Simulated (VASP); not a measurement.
Wanted: the native input for a VASP 6.6.1 run.

```yaml
Task: single point
Functional: PBE
Potentials_or_basis: VASP PAW PBE potentials, release 64 (Ta_pv)
Cutoff: 520 eV
k_mesh: 11 × 11 × 11
Occupations: fermi-dirac, width 0.05 eV
Spin: no spin polarisation
Further_INCAR_settings: ALGO = Normal; EDIFF = 1e-07; NBANDS = 12
```

The structure of Ta lies in POSCAR:

```
Ta
1.0
   -1.6207340000      1.6546480000      1.6292400000
    1.6978010000     -1.6261700000      1.6778290000
    1.6224360000      1.6278720000     -1.6007620000
Ta
1
Direct
    0.0019110000     -0.0235750000     -0.0041030000
```

The cell isn't the ideal one: cell strained at random at fixed volume.

One way to write it, as run:

INCAR

```
SYSTEM = Ta
  ALGO = Normal
  EDIFF = 1E-7
  ENCUT = 520
  GGA = PE
  ISIF = 2
  ISMEAR = -1
  LASPH = .True.
  LCHARG = .False.
  LREAL = .False.
  LWAVE = .False.
  NBANDS = 12
  NELM = 100
  PREC = Accurate
  SIGMA = 0.05
```

KPOINTS

```
k-points
0
Gamma
  11 11 11
  0 0 0
```

Potentials or basis: VASP PAW PBE potentials, release 64 (Ta_pv).

Command:

```console
$ cat potpaw_PBE.64/Ta_pv/POTCAR > POTCAR
$ mpirun -np 1 vasp_std > vasp.out
```

It gave:

```json
{
  "Pressure": "3.1 GPa",
  "Band gap on the k mesh": "none (metal or under the smearing width)"
}
```

Wall time 61 s on 1 thread of AMD EPYC 9R45 (Zen 5), with other jobs on the host, peak memory 0.22 GiB.
